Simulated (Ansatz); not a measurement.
# MnSi (Pm-3m) in Ansatz: notebook, part 2 of 2

Ansatz 0.2.0. Earlier steps stand in the parts before.

**4. Single point, PBEsol0, collinear spin, ferromagnetic start**

Input file input:

```
crystal:
  lattice:
    - [2.98743146, 0.0, 0.0]
    - [0.0, 2.98743146, 0.0]
    - [0.0, 0.0, 2.98743146]
  atoms:
    - { symbol: Mn, position: [0.5, 0.5, 0.5], spin: 4.0 }
    - { symbol: Si, position: [0.0, 0.0, 0.0] }
hamiltonian:
  xc: { exchange: pbesol, correlation: pbesol, exx: { coeff: 0.25 } }
  pseudopotentials: { kind: paw }
magnetization:
  spin_polarized: true
kpoints:
  mp_grid: { grid: [5, 5, 5] }
scf:
  occupations: { method: fermi_dirac, width: 0.05 }
output:
  forces: true
  stress: true
  eigenvalues: true
  write_density: true
  write_potential: true
  elf: true
  volumetric_format: npy
```

Potentials or basis: Ansatz PAW.

The log of the run:

```text
Warning: output.stress: scf.convergence.dr2_threshold = 1e-7 eV (the SCF's general default) is looser than the 2e-10 eV advised for a printed stress (1e-10 eV for each atom of the cell: 2). What an SCF threshold leaves in a stress goes as its square root, and in the free energy as the threshold itself, and one threshold admits the most on a small cell: of the crystals measured, under no hybrid functional and no lock of the moments, on runs that ended without the residual-converged pass, on stresses that held no estimate of that error, the worst erred by over 100 MPa in a component at 1e-7 eV an atom and by under 5 at 1e-10. Set scf.convergence.dr2_threshold to 2e-10 eV or tighter. The threshold is an SCF's pass mark: one that does not reach it within its budget of iterations ends unconverged, or closes short of it on a stop that the run arms, and scf.convergence.dr2_threshold's page says what that costs each kind of run
Warning: output.stress: scf.exx.energy_threshold = 1e-6 eV is looser than the 2e-8 eV advised for a stress under a hybrid functional (1e-8 eV for each atom of the cell: 2). Every SCF of the exchange loop can meet its threshold on dr2 while the loop round them stops early: no threshold on dr2 bounds what that leaves in the stress. Set scf.exx.energy_threshold to 2e-8 eV or tighter. The threshold is the loop's pass mark: a loop that does not reach it within its budget of cycles ends unconverged, and scf.exx.energy_threshold's page has the law
GPUs: using 1 of 1 available (devices: 1).
Engine: ansatz 0.2.0, x86_64-unknown-linux-gnu
Pseudopotentials: kind: paw
Pseudopotential: Mn, paw, valence charge 15, recommended cutoff 420 eV (normal), Mn.paw.azcp
Pseudopotential: Si, paw, valence charge 4, recommended cutoff 420 eV (normal), Si.paw.azcp
Functional definition: unnamed
  parameter a_1 = 0.25
  exchange = (1 - a_1)*pbe_x(mu = 0.12345679012345678) + a_1*exact_x
  correlation = pbe_c(beta = 0.046)
device memory: the entry about to start is reckoned to put 0.6 GiB on a device that reports 56.6 GiB free (of which the cap on the GPU budget leaves the run 18.0 GiB)
GPU FFT provider: cuFFT
GPU libraries: cuBLAS 13.8.2, cuFFT 12.4.0, cuSOLVER 12.3.4
[... 206 lines left out ...]
  E_band       = -273.848584
  E_kinetic    = 349.222036
  E_local      = -2229.953079  (includes V_loc(G=0)·N_el)
  E_nonlocal   = 264.660840
  E_hartree    = 944.259617
  E_xc         = -130.750664
  E_vxc        = -149.799836  (∫ρ·V_xc dr)
  E_exx        = -76.096152  (= α·E_x^exact, valence–valence)
  E_paw        = -1742.776656  (= ΣΔE_a)
  E_vpaw       = -244.305617  (= ΣTr[D̂ρ^β])
  E_aug_tail   = -0.000003  (compensation charges beyond the density's cutoff)
  E_ewald      = -1879.880115
  E_core_change = -0.107067  (= ΣΔE_core)
  E_smearing   = -0.003561  (= −TS)
  E_closure    = -0.000000  (closes the sum)
  Σ components = -4501.424806   (vs F -4501.424806, Δ=9.09e-13)
--- Forces (eV/Å), atoms counted from 1 ---
  atom   1  Mn     0.00000000     0.00000000     0.00000000
  atom   2  Si     0.00000000     0.00000000     0.00000000
  max |Σ_I F_I| component: 3.71e-29 eV/Å
--- Stress (GPa, compression-positive) ---
      -33.074446       0.000000       0.000000
       -0.000000     -33.074446       0.000000
        0.000000       0.000000     -33.074446
  P = ⅓ Tr σ = -33.0744 GPa (-330.744 kbar)
--- Band table (eV; the first three rows and the last of 20) ---
  k-point 0 ↑: bands = ["-72.2373", "-39.4898", "-39.4898", "-39.4898", "-0.2556", "9.7331", "9.7331", "10.8735", "10.8735", "10.8735", "17.5108", "17.5108", "17.5108", "22.8732", "22.8732", "24.8591"]
  k-point 1 ↑: bands = ["-72.2353", "-39.5166", "-39.4888", "-39.4888", "0.4808", "9.1549", "9.9320", "10.4036", "10.4036", "10.9066", "15.2058", "18.6329", "18.6329", "22.5139", "24.1160", "28.1091"]
  k-point 2 ↑: bands = ["-72.2322", "-39.5595", "-39.4870", "-39.4870", "2.5121", "6.3366", "9.8015", "9.8015", "10.2963", "10.9618", "14.6537", "21.1203", "21.1203", "21.8400", "25.0488", "25.2766"]
  k-point 9 ↓: bands = ["-70.0635", "-37.2309", "-37.2306", "-37.2306", "6.1729", "8.5531", "8.5531", "12.2053", "14.7448", "14.7448", "14.7630", "17.5129", "17.5129", "20.6475", "20.6475", "21.0571"]
```

Run time: 32 s. Hardware: 1 × NVIDIA H100 80GB HBM3 with 2 threads of AMD EPYC 7R13 (Zen 3), shared host; peak memory 1.4 GiB.

Results:

| Quantity | Value |
| --- | --- |
| Free energy | -4501.4248 eV |
| Pressure | -33.1 GPa |
| Band gap on the k mesh | none (metal or under the smearing width) |
| Net moment | 1.13 μB per cell |
| Absolute moment | 1.98 μB per cell |
| Site moments | Mn +1.54; Si -0.27 μB |

Levels at points of the mesh, in eV from the Fermi level:
Spin up:
| k point | band 7 | band 8 | band 9 | band 10 | band 11 | band 12 | band 13 | band 14 |
| --- | --- | --- | --- | --- | --- | --- | --- | --- |
| (0.00, 0.00, 0.00) | -4.13 | -2.99 | -2.99 | -2.99 | 3.65 | 3.65 | 3.65 | 9.01 |
Spin down:
```csv
k point,band 5,band 6,band 7,band 8,band 9,band 10,band 11,band 12,band 13,band 14
"(0.00, 0.00, 0.00)",-14.54,-3.01,-3.01,1.60,1.60,1.60,3.03,3.03,3.03,9.16
```

Caveat: the k mesh is coarse (spacing up to 0.42 Å⁻¹), so the values aren't converged, least of all with exact exchange; the magnetic or orbital state may not be the lowest; a pressure of tens of GPa on the cell as given is suspect, and the run, the potentials or the cell itself is likely at fault; the PAW data sets come from PBE, with cores solved anew for the run's functional, which leaves a small shift of forces and pressure; the thresholds are loose for stress.

**5. Relaxation of cell and atoms, PBEsol0, collinear spin, ferromagnetic start**

Edit input of step 4 so:

```diff
@@ -25 +25,5 @@
   volumetric_format: npy
+relax:
+  f_tol: 0.01
+  max_steps: 40
+  cell: { stress_tol: 0.05 }
```

Wall time 2.3 min (1 × NVIDIA H100 80GB HBM3 with 2 threads of AMD EPYC 7R13 (Zen 3), shared host); peak memory 1.5 GiB.

The run converged. Its results:

```yaml
Free_energy: -4502.1807 eV
Relaxed_volume: 10.38 Å³/atom
Relaxed_cell: a = 2.748 Å, b = 2.748 Å, c = 2.748 Å, α = 90.00°, β = 90.00°, γ = 90.00°
Space_group_after_relaxing_to_0.05_Å: Pm-3m (No. 221)
Energy_gained_by_relaxing: 377.9 meV/atom
Ionic_steps: 6
Pressure_after_relaxing: 0.0 GPa
Band_gap_on_the_k_mesh: none (metal or under the smearing width)
Net_moment: 1.00 μB per cell
Absolute_moment: 1.29 μB per cell
Site_moments: Mn +1.09; Si -0.11 μB
```

Step by step:
```tsv
step	energy change (eV)	largest force (eV/Å)	volume (Å³)
1	0.0000	0.0000	26.66
2	-0.5959	0.0000	22.95
3	-0.7590	0.0000	20.57
4	-0.7596	0.0000	20.88
5	-0.7603	0.0000	20.75
6	-0.7559	0.0000	20.75
```

Final structure:
```
Mn Si
1.0
     2.74804    0.00000    0.00000
     0.00000    2.74804    0.00000
     0.00000    0.00000    2.74804
Mn Si
1 1
Direct
  0.50000 0.50000 0.50000
  0.00000 0.00000 0.00000
```

Levels at points of the mesh, in eV from the Fermi level:
Spin up:
| k point | band 7 | band 8 | band 9 | band 10 | band 11 | band 12 | band 13 | band 14 |
| --- | --- | --- | --- | --- | --- | --- | --- | --- |
| (0.00, 0.00, 0.00) | -4.48 | -1.75 | -1.75 | -1.75 | 5.04 | 5.04 | 5.04 | 10.74 |
Spin down:
| k point | band 7 | band 8 | band 9 | band 10 | band 11 | band 12 |
| --- | --- | --- | --- | --- | --- | --- |
| (0.00, 0.00, 0.00) | -3.68 | 1.70 | 1.70 | 1.70 | 4.83 | 4.83 |

Caveat: the k mesh is coarse (spacing up to 0.42 Å⁻¹), so the values aren't converged, least of all with exact exchange; the magnetic or orbital state may not be the lowest; the volume moved by over 15 % at a fixed basis, so the end points are rough; the plane-wave basis is chosen anew once the cell has moved, so the energies of steps on either side of that aren't comparable; the moment fell far below its start of 4 μB, so a state of higher moment may lie lower in energy; the PAW data sets come from PBE, with cores solved anew for the run's functional, which leaves a small shift of forces and pressure.

**6. Single point, B3LYP, collinear spin, ferromagnetic start**

Edit input of step 5 so:

```diff
@@ -9,3 +9,3 @@
 hamiltonian:
-  xc: { exchange: pbesol, correlation: pbesol, exx: { coeff: 0.25 } }
+  xc: b3lyp
   pseudopotentials: { kind: paw }
@@ -21,9 +21 @@
   eigenvalues: true
-  write_density: true
-  write_potential: true
-  elf: true
-  volumetric_format: npy
-relax:
-  f_tol: 0.01
-  max_steps: 40
-  cell: { stress_tol: 0.05 }
```

Potentials or basis: Ansatz PAW.

Wall time 48 s (1 × NVIDIA H100 80GB HBM3 with 2 threads of AMD EPYC 7R13 (Zen 3), shared host); peak memory 1.4 GiB.

It converged, with:

```yaml
Free_energy: -4542.8179 eV
Pressure: -22.7 GPa
Band_gap_on_the_k_mesh: none (metal or under the smearing width)
Net_moment: 1.13 μB per cell
Absolute_moment: 1.83 μB per cell
Site_moments: Mn +1.46; Si -0.23 μB
```

Levels at points of the mesh, in eV from the Fermi level:
Spin up:
```tsv
k point	band 7	band 8	band 9	band 10	band 11	band 12	band 13	band 14
(0.00, 0.00, 0.00)	-3.65	-2.42	-2.42	-2.42	3.52	3.52	3.52	9.01
```
Spin down:
```csv
k point,band 6,band 7,band 8,band 9,band 10,band 11,band 12,band 13
"(0.00, 0.00, 0.00)",-2.69,-2.69,1.39,1.39,1.39,3.06,3.06,3.06
```

Caveat: the k mesh is coarse (spacing up to 0.42 Å⁻¹), so the values aren't converged, least of all with exact exchange; the magnetic or orbital state may not be the lowest; so large a pressure means that the cell lies far from this level's equilibrium, or that cutoff or potentials fall short; the PAW data sets come from PBE, with cores solved anew for the run's functional, which leaves a small shift of forces and pressure; the thresholds are loose for stress.

**7. The runs side by side**

| task | level | cell | gap on the mesh (eV) | pressure (GPa) | moment (μB) | relaxed volume (Å³/atom) |
| --- | --- | --- | --- | --- | --- | --- |
| single point | PBE0 | as given | none | -6.8 | 2.86 | - |
| relaxation of cell and atoms | PBE0 | relaxed | none | 0.0 | 2.86 | 12.67 |
| single point | PBEsol0 | as given | none | -33.1 | 1.13 | - |
| relaxation of cell and atoms | PBEsol0 | relaxed | none | 0.0 | 1.00 | 10.38 |
| single point | B3LYP | as given | none | -22.7 | 1.13 | - |

Alike in all rows: potentials or basis Ansatz PAW; spin collinear, ferromagnetic start; k mesh 5 × 5 × 5; cutoff (eV) 420; smearing fermi-dirac 0.05 eV; the mesh is coarse, so values aren't converged.

Caveats: all runs use coarse meshes; the magnetic or orbital state may not be the lowest; the PAW data sets come from PBE, with cores solved anew for the run's functional, which leaves a small shift of forces and pressure; the thresholds are loose for stress (some runs); the plane-wave basis is chosen anew once the cell has moved, so the energies of steps on either side of that aren't comparable (some runs); a pressure of tens of GPa on the cell as given is suspect, and the run, the potentials or the cell itself is likely at fault (some runs); the volume moved by over 15 % at a fixed basis, so the end points are rough (some runs); the moment fell far below its start of 4 μB, so a state of higher moment may lie lower in energy (some runs).

Total energies depend on the potentials used, so only differences within one code and one set of settings carry meaning.
